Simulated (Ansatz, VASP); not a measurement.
# Two plane-wave programs on CoO

```xyz
4
Lattice="3.1217 0.0000 0.0000 0.0000 4.2567 0.0000 -2.9156 0.0000 3.1191" Properties=species:S:1:pos:R:3 pbc="T T T"
Co   -0.7289    1.0725    0.7798
Co   -2.1867    3.1842    2.3393
O    -2.1867    1.0616    2.3393
O    -0.7289    3.1951    0.7798
```

Change from the starting cell: volume scaled by 1.04.

Alike in both runs: task single point; functional PBE; k mesh 12 × 6 × 9; occupations fermi-dirac, width 0.05 eV; collinear spin, ferromagnetic start.

|  | VASP | Ansatz |
| --- | --- | --- |
| version | VASP 6.6.1 | Ansatz 0.2.0 |
| potentials or method | VASP PAW PBE potentials, release 64 (Co, O) | Ansatz PAW |
| plane-wave cutoff (eV) | 520 | 420 |
| valence electrons in the cell | 30 | 46 |

|  | VASP | Ansatz | Ansatz less VASP |
| --- | --- | --- | --- |
| gap on the k mesh at the Fermi level (eV) | none | none | - |
| pressure (GPa) | -11.4 | -11.0 | +0.37 |
| largest component of the traceless stress (GPa) | 0.39 | 0.37 | -0.015 |
| rms of the force components (eV/Å) | 0.009 | 0.010 | +0.0008 |
| net moment per atom (μB) | 1.47 | 1.47 | +0.005 |
| size of the moment on the site where the two differ most (μB) | 2.58 | 2.49 | -0.082 |

Site moments also hang on the region over which each program counts them. Atom by atom the forces differ by 0.001 eV/Å (rms over components). A gap of «none» marks a metal or a gap that the smearing closes. The two sets of potentials don't hold the same shells in valence.

Caveats: semilocal functionals often make such compounds metallic where correlation or magnetic order opens a gap, which also shifts bond lengths; the pressure holds a Pulay correction of +0.7 GPa for the finite cutoff (Ansatz).
